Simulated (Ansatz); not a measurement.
# MgS under strains and displacements

Theory: Ansatz, DFT PBEsol, scalar-relativistic, plane waves, PAW.

Plane waves to 420 eV, a k mesh through Γ of 6×6×4 on the computed 4-atom cell and Gaussian smearing (0.02 eV); no spin polarisation.

Reference cell:

```
CELL_PARAMETERS angstrom
4.03462 0.00000 0.00000
-2.01731 3.49409 0.00000
0.00000 0.00000 6.43229
ATOMIC_POSITIONS crystal
Mg 0.66667 0.33333 0.49575
Mg 0.33333 0.66667 0.99575
S 0.33333 0.66667 0.37924
S 0.66667 0.33333 0.87924
```

Each variant moves atoms of this cell by the vectors given, if any (Å), and then applies a symmetric strain (tensor components, Cartesian axes). The reference cell isn't relaxed at this level. Energies are per atom at zero smearing, counted from the lowest variant. Pressure is positive in compression.

1. strain (xx yy zz yz xz xy, %) 3.17 3.17 0.17 0.00 0.00 0.00; moves: Mg1 (0.000, 0.000, -0.030); Mg2 (0.000, 0.000, -0.030); S3 (0.000, 0.000, 0.030); S4 (0.000, 0.000, 0.030)
2. strain (xx yy zz yz xz xy, %) 2.09 -4.84 -8.98 0.00 -3.90 0.00; moves: Mg1 (0.100, 0.252, -0.114); Mg2 (0.100, -0.252, -0.114); S3 (-0.100, -0.125, 0.114); S4 (-0.100, 0.125, 0.114)
3. strain (xx yy zz yz xz xy, %) 1.88 1.88 3.38 0.00 0.00 0.00; moves: Mg1 (0.000, 0.000, 0.060); Mg2 (0.000, 0.000, 0.060); S3 (0.000, 0.000, -0.060); S4 (0.000, 0.000, -0.060)
4. strain (xx yy zz yz xz xy, %) 0.96 0.96 3.96 0.00 0.00 0.00; moves: Mg1 (0.000, 0.000, 0.030); Mg2 (0.000, 0.000, 0.030); S3 (0.000, 0.000, -0.030); S4 (0.000, 0.000, -0.030)
5. strain (xx yy zz yz xz xy, %) 1.90 1.90 10.90 0.00 0.00 0.00; moves: Mg1 (0.000, 0.000, -0.060); Mg2 (0.000, 0.000, -0.060); S3 (0.000, 0.000, 0.060); S4 (0.000, 0.000, 0.060)
6. strain (xx yy zz yz xz xy, %) -2.86 -2.95 -2.69 -0.50 0.39 0.37; moves: Mg1 (-0.099, 0.038, 0.054); Mg2 (-0.026, 0.034, -0.062); S3 (0.096, -0.079, 0.047); S4 (0.030, 0.008, -0.039)
7. strain (xx yy zz yz xz xy, %) 0.74 0.74 -2.26 0.00 0.00 0.00; moves: Mg1 (0.000, 0.000, 0.030); Mg2 (0.000, 0.000, 0.030); S3 (0.000, 0.000, -0.030); S4 (0.000, 0.000, -0.030)
8. strain (xx yy zz yz xz xy, %) 3.46 2.85 4.21 1.85 -2.00 0.20; moves: Mg1 (-0.064, 0.049, -0.098); Mg2 (0.059, 0.023, -0.257); S3 (-0.196, 0.002, 0.089); S4 (0.201, -0.075, 0.267)

| variant | ΔE (meV/atom) | P (GPa) | largest force (eV/Å) | gap on mesh (eV) | space group |
| --- | --- | --- | --- | --- | --- |
| 1 | 7.3 | -3.61 | 0.12 | 2.84 | P6_3mc |
| 2 | 300.9 | 10.56 | 3.58 | 3.02 | Cc |
| 3 | 17.3 | -3.55 | 0.45 | 2.99 | P6_3mc |
| 4 | 2.2 | -3.17 | 0.05 | 3.07 | P6_3mc |
| 5 | 103.2 | -4.88 | 0.39 | 2.62 | P6_3mc |
| 6 | 87.1 | 6.79 | 2.50 | 3.59 | P1 |
| 7 | 0.0 | 0.48 | 0.59 | 3.34 | P6_3mc |
| 8 | 173.2 | -3.10 | 1.51 | 2.24 | P1 |

This wurtzite form isn't the usual stable structure of the compound.